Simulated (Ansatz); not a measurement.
# PbS: the cost of one run

Program: Ansatz 0.2.0. Level of theory: DFT PBEsol, scalar-relativistic, plane waves, PAW. These are calculated values, not measurements.

1 further run of the same task is left out (set aside as unsound or not needed).

### 1 The starting structure

It takes space group Fm-3m (No. 225, cubic). The conventional cell has a = 5.930 Å, b = 5.930 Å, c = 5.930 Å, α = 90.00°, β = 90.00°, γ = 90.00°. Pb (site symmetry m-3m) is surrounded by 6 S at 2.96 Å. S (site symmetry m-3m) has 6 Pb at 2.96 Å as nearest neighbours.

Structure file:

```
Pb S
1.0
     0.00000    2.96500    2.96500
     2.96500    0.00000    2.96500
     2.96500    2.96500    0.00000
Pb S
1 1
Cartesian
  0.0000 0.0000 0.0000
  2.9650 2.9650 2.9650
```

The structure comes from the Crystallography Open Database.

### 2 A distortion that keeps the symmetry

What differs from the listed cell: strain xx, yy, zz, yz, xz, xy = -0.8, -0.8, -0.8, +0.0, +0.0, +0.0 %.

Input file input.yaml:

```yaml
crystal:
  lattice:
    - [0.0, 2.94119105, 2.94119105]
    - [2.94119105, 0.0, 2.94119105]
    - [2.94119105, 2.94119105, 0.0]
  atoms:
    - { symbol: Pb, position: [0.0, 0.0, 0.0] }
    - { symbol: S, position: [0.5, 0.5, 0.5] }
basis:
  ecutwfc: 420
kpoints:
  mp_grid: { grid: [10, 10, 10] }
hamiltonian:
  xc: pbesol
scf:
  occupations: { method: gaussian, width: 0.05 }
output:
  forces: true
  stress: true
  eigenvalues: true
  populations: true
```

The run is started by

```console
> ansatz run input.yaml --threads 1 --pin off --max-ram 1331MiB --backend cpu --events-out ev --progress --plain --runs-dir out
```

Q: Estimate wall time and peak memory on 1 thread of an x86-64 CPU, shared host.

About 5.1 s, with a peak of 0.35 GiB.
